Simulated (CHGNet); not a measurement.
Skutterudite CoSb₃

Calculation: the machine-learned potential CHGNet-r²SCAN (trained on r²SCAN data).

Cell (relaxed at this level):

```yaml
crystal:
  lattice:
    - [-4.52743, 4.52743, 4.52743]
    - [4.52743, -4.52743, 4.52743]
    - [4.52743, 4.52743, -4.52743]
  atoms:
    - { symbol: Co, position: [0.00000, 0.00000, 0.50000] }
    - { symbol: Co, position: [0.50000, 0.50000, 0.50000] }
    - { symbol: Co, position: [0.50000, 0.00000, 0.00000] }
    - { symbol: Co, position: [0.00000, 0.50000, 0.00000] }
    - { symbol: Sb, position: [0.83943, 0.66383, 0.50326] }
    - { symbol: Sb, position: [0.50326, 0.83943, 0.66383] }
    - { symbol: Sb, position: [0.17560, 0.83943, 0.33617] }
    - { symbol: Sb, position: [0.49674, 0.16057, 0.33617] }
    - { symbol: Sb, position: [0.82440, 0.16057, 0.66383] }
    - { symbol: Sb, position: [0.66383, 0.50326, 0.83943] }
    - { symbol: Sb, position: [0.66383, 0.82440, 0.16057] }
    - { symbol: Sb, position: [0.16057, 0.66383, 0.82440] }
    - { symbol: Sb, position: [0.33617, 0.49674, 0.16057] }
    - { symbol: Sb, position: [0.33617, 0.17560, 0.83943] }
    - { symbol: Sb, position: [0.16057, 0.33617, 0.49674] }
    - { symbol: Sb, position: [0.83943, 0.33617, 0.17560] }
```

| Property | Value |
|---|---|
| lattice constant a | 9.055 Å |
| volume per atom | 23.20 Å³/atom |

Measured, for comparison: lattice constant a 9.037 Å, equilibrium volume per atom 23.06 Å³/atom (room temperature, not corrected to a static lattice; as tabulated in Alexeev et al. (2016), arXiv:1601.07731). Computed (rounded) less measured: lattice constant a +0.2 %, equilibrium volume per atom +0.6 %.

A machine-learned potential is trained on density-functional data: it inherits that level's misses and adds fitting errors of its own.
